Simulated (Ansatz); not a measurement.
Level of theory: DFT PBE, scalar-relativistic, plane waves, PAW (Ansatz 0.2.0). Settings: cutoff 420 eV, Γ-centred meshes spaced at most about 0.3 Å⁻¹, and about 0.25 Å⁻¹ or finer for metals (2π included), Gaussian smearing. No spin polarisation in the final relaxations.

Temperature and zero-point effects are left out. All come from trial cells, and lower structures may exist.

Problem. These unrelaxed guesses for Al are each relaxed within their symmetry. Order them by the energy at which they end, lowest first.
A.

```xyz
3
Lattice="-2.3178 2.3178 2.2492 2.3178 -2.3178 2.2492 2.3178 2.3178 -2.2492" Properties=species:S:1:pos:R:3 pbc="T T T"
Al    0.0000    0.0000    2.5250
Al    2.3178    0.0000    1.6117
Al    0.0000    2.3178    1.6117
```

B.

```xyz
2
Lattice="-1.7201 1.7201 3.1852 1.7201 -1.7201 3.1852 1.7201 1.7201 -3.1852" Properties=species:S:1:pos:R:3 pbc="T T T"
Al    0.0000    0.0000    1.9762
Al    0.0000    0.0000    4.3942
```

Solution. B (ends in I4/mmm, 0 meV/atom), A (ends in Fm-3m, 23 meV/atom).

Cells relaxed within their symmetry can be saddle points. The part of the Crystallography Open Database at hand lists Al in space groups No. 225, 229; sharing a group (Fm-3m) doesn't make a cell the listed structure. Some types were kept out of the candidates beforehand, so the set may lack a known form.
